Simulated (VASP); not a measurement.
The system is BaTiO3.

```
Ba Ti O
1.0
     3.99980    0.00000    0.00000
     0.00000    3.99980    0.00000
     0.00000    0.00000    4.01800
Ba Ti O
1 1 3
Direct
  0.00000 0.00000 0.00000
  0.50000 0.50000 0.49000
  0.00000 0.50000 0.51700
  0.50000 0.00000 0.51700
  0.50000 0.50000 0.01900
```

- Program: VASP 6.6.1
- Task: single point
- Functional: PBEsol
- Potentials or basis: VASP PAW PBE potentials, release 64 (Ba_sv, Ti_sv, O)
- Cutoff: 520 eV
- k mesh: 7 × 7 × 7
- Occupations: fermi-dirac, width 0.05 eV
- Spin: no spin polarisation

On this cell: pressure -2.0 GPa; largest force 0.323 eV/Å; band gap on the k mesh 1.82 eV, indirect (least direct gap 2.02 eV).

The same run follows on a disturbed copy (atoms moved at random, drawn with an rms of 0.05 Å):

```
Ba Ti O
1.0
     3.99980    0.00000    0.00000
     0.00000    3.99980    0.00000
     0.00000    0.00000    4.01800
Ba Ti O
1 1 3
Cartesian
  -0.0396 0.0615 -0.0156
  1.9874 2.0013 1.9824
  -0.0148 2.0017 2.0594
  2.0536 0.0018 2.0959
  2.0258 1.9721 0.0990
```

Problem. What changes?

Solution. The energy moves by +8.1 meV/atom; pressure -1.5 GPa; largest force 0.545 eV/Å; band gap on the k mesh 1.84 eV, indirect (least direct gap 2.02 eV).

Forces on the atoms (eV/Å):
```
Ba   0.271 -0.407  0.241
Ti  -0.002  0.173 -0.283
O    0.439  0.066  0.063
O   -0.425 -0.049 -0.129
O   -0.283  0.218  0.108
```

Stress tensor (GPa, compression positive):
```
-1.72 -0.22  0.47
-0.22 -2.13 -0.20
 0.47 -0.20 -0.64
```

Caveats: the PAW data sets were made with another functional, which shifts forces and pressure a little; spin-orbit coupling is left out, which moves the levels of the heavy elements; an odd mesh through Γ misses points on the zone boundary, where band edges often lie.
